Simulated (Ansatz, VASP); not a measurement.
# Two plane-wave programs on La

File INCAR:

```
SYSTEM = La
PREC     = Accurate       ! precision mode
ENCUT    = 520            ! plane-wave cutoff, eV
EDIFF    = 1E-6           ! SCF threshold, eV
ISMEAR   = -1             ! smearing method
SIGMA    = 0.1            ! smearing width, eV
LREAL    = .False.        ! projectors in reciprocal space
LASPH    = .True.         ! aspherical terms in the spheres
NELM     = 100            ! most SCF steps
ALGO     = Normal         ! electronic algorithm
ISIF     = 2              ! what is computed and relaxed
LWAVE    = .False.        ! write WAVECAR
LCHARG   = .False.        ! write CHGCAR
GGA      = PS             ! functional
NBANDS   = 12             ! bands
```

The input KPOINTS:

```
regular mesh
0
Gamma
  11 11 11
  0 0 0
```

The input POSCAR:

```
La
1.0
    3.2221492820      0.0000000000      0.0000000000
    0.0000000000      3.2221492820      0.0000000000
    0.0000000000      0.0000000000      3.2221492820
La
1
Direct
    0.0000000000      0.0000000000      0.0000000000
```

Input for Ansatz:

```yaml
crystal:
  lattice:
    - [3.222149282, 0.0, 0.0]
    - [0.0, 3.222149282, 0.0]
    - [0.0, 0.0, 3.222149282]
  atoms:
    - { symbol: La, position: [0.0, 0.0, 0.0] }
hamiltonian:
  xc: pbesol
  pseudopotentials:
    kind: paw
    azcp:
      La: "pseudopotentials/La.paw.azcp"
basis:
  ecutwfc: 420
  fft_grid_basis: typed
kpoints:
  mp_grid: { grid: [11, 11, 11], shift: [0, 0, 0] }
magnetization:
  spin_polarized: false
scf:
  occupations: { method: fermi_dirac, width: 0.1 }
  lower_state_search: "off"
output:
  stress: true
```

Alike in both runs: task single point; functional PBEsol; k mesh 11 × 11 × 11; occupations fermi-dirac, width 0.1 eV; no spin polarisation.

|  | VASP | Ansatz |
| --- | --- | --- |
| version | VASP 6.6.1 | Ansatz 0.2.0 |
| potentials or method | VASP PAW PBE potentials, release 64 (La) | plane waves (420 eV) with PAW, scalar-relativistic |
| plane-wave cutoff (eV) | 520 | 420 |
| valence electrons in the cell | 11 | 11 |

Ansatz gave:

| Quantity | Value |
| --- | --- |
| pressure (GPa) | 0.0 |

Problem. Estimate VASP's values.

Solution. Pressure (GPa): 0.1.

The functional is the same, so the differences come from potentials, cutoffs and numerics. Ansatz warned: «pseudo_functional_mismatch».

Caveats: the PAW data sets were made with another functional, which shifts forces and pressure a little (VASP). The runs have no spin-orbit coupling, so splittings on La are missing.
